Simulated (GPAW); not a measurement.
The system is NaCl.

```
Cl Na
1.0
     3.50219    0.00000    0.00000
     0.00000    3.50219    0.00000
     0.00000    0.00000    3.50219
Cl Na
1 1
Cartesian
  1.7511 1.7511 1.7511
  0.0000 0.0000 0.0000
```

Measurements of this composition are mostly on another form, of space group No. 225.

Base run:

```yaml
Program: GPAW 26.7.0
Functional: TASK
Potentials_or_basis: GPAW PAW data sets (gpaw-data 1.2.1)
Cutoff: 800 eV
Basis: pw
k_mesh: 6 × 6 × 6
Occupations: fermi-dirac, width 0.05 eV
Spin: no spin polarisation
```

Its results: band gap on the k mesh 7.57 eV, indirect (least direct gap 8.05 eV); pressure 6.9 GPa.

The run is repeated on the same cell with these changes: functional from TASK to PBEsol; potentials or basis from GPAW PAW data sets (gpaw-data 1.2.1) to PAW data sets generated in the run's folder for this functional. What comes out?

Band gap on the k mesh 3.84 eV, indirect (least direct gap 4.34 eV); pressure -1.2 GPa.

Caveats: the PAW data sets were made with another functional, which shifts forces and pressure a little (some runs).
